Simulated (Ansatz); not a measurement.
Set up this calculation in Ansatz 0.2.0, as the native input.

```
Task                : single point
Functional          : PBE
Potentials or basis : Ansatz PAW
Cutoff              : 420 eV (not typed: the program's choice for these potentials)
k mesh              : 11 × 11 × 11
Occupations         : gaussian, width 0.028 eV
Spin                : no spin polarisation
```

The system is Ti.

```
Ti
1.0
    -1.64100    1.64100    1.64100
     1.64100   -1.64100    1.64100
     1.64100    1.64100   -1.64100
Ti
1
Direct
  0.00000 0.00000 0.00000
```

This isn't the form of Ti at room conditions, which is hcp.

These files were run (other wordings do the same):

input.yaml

```yaml
crystal:
  lattice:
    - [-1.641, 1.641, 1.641]
    - [1.641, -1.641, 1.641]
    - [1.641, 1.641, -1.641]
  atoms:
    - { symbol: Ti, position: [0.0, 0.0, 0.0] }
hamiltonian:
  xc: pbe
  pseudopotentials: { kind: paw }
kpoints:
  mp_grid: { grid: [11, 11, 11] }
scf:
  occupations: { method: gaussian, width: 0.028 }
output:
  forces: true
  stress: true
  eigenvalues: true
```

Potentials or basis: Ansatz PAW.

Command:

```sh
$ ansatz run input.yaml --threads 2 --pin off --max-ram 5632MiB --backend cpu --events-out ev --progress --plain --runs-dir out
```

It gave:

| Item | Value |
| --- | --- |
| Pressure | -2.8 GPa |
| Band gap on the k mesh | none (metal or under the smearing width) |

Run time: 0.74 s on 2 threads of Intel(R) Xeon(R) Processor @ 2.70GHz, with other jobs on the host, peak memory 0.29 GiB.
